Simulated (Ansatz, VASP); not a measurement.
## As: VASP beside Ansatz

```
As
1.0
     2.70368    0.00000    0.00000
     0.00000    2.70368    0.00000
     0.00000    0.00000    2.70368
As
1
Direct
  0.50000 0.50000 0.50000
```

This isn't the form of As at room conditions, which is rhombohedral.

Alike in both runs: task relaxation of cell and atoms; functional PBEsol; k mesh 10 × 10 × 10; no spin polarisation.

|  | VASP | Ansatz |
| --- | --- | --- |
| version | VASP 6.6.1 | Ansatz 0.2.0 |
| potentials or method | VASP PAW PBE potentials, release 64 (As) | plane waves, PAW |
| plane-wave cutoff (eV) | 600 | 550 |
| occupations | fermi-dirac, width 0.1 eV | fermi-dirac |
| valence electrons in the cell | 5 | 15 |

```csv
,VASP,Ansatz,Ansatz less VASP
relaxed volume (Å³/atom),19.49,19.42,-0.068
relaxed cell length with the largest relative difference (Å),2.691,2.688,-0.0031
energy change over the relaxation (meV/atom),-1,-2,-0.6
```

The two sets of potentials don't hold the same shells in valence.

Caveats: the PAW data sets were made with another functional, which shifts forces and pressure a little (VASP).
